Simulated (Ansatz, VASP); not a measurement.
**Two plane-wave programs on Mg2S3**

```
Mg S
1.0
     1.85118    1.06878    8.58115
    -1.85118    1.06878    8.58115
     0.00000   -2.13756    8.58115
Mg S
2 3
Direct
  0.40000 0.40000 0.40000
  0.60000 0.60000 0.60000
  0.00000 0.00000 0.00000
  0.20950 0.20950 0.20950
  0.79050 0.79050 0.79050
```

Alike in both runs: task single point; functional PBE; k mesh 6 × 6 × 6; occupations gaussian, width 0.1 eV; no spin polarisation.

```csv
,VASP,Ansatz
version,VASP 6.6.1,Ansatz 0.2.0
potentials or method,"VASP PAW PBE potentials, release 64 (Mg, S)","scalar-relativistic, plane waves, PAW"
plane-wave cutoff (eV),520,420
valence electrons in the cell,22,38
```

```csv
,VASP,Ansatz,Ansatz less VASP
gap on the k mesh at the Fermi level (eV),none,none,-
pressure (GPa),-4.2,-4.0,+0.20
largest component of the traceless stress (GPa),3.17,3.20,+0.032
rms of the force components (eV/Å),0.124,0.121,-0.0032
```

Atom by atom the forces differ by 0.006 eV/Å (rms over components). A gap of «none» marks a metal or a gap that the smearing closes. The two sets of potentials don't hold the same shells in valence.
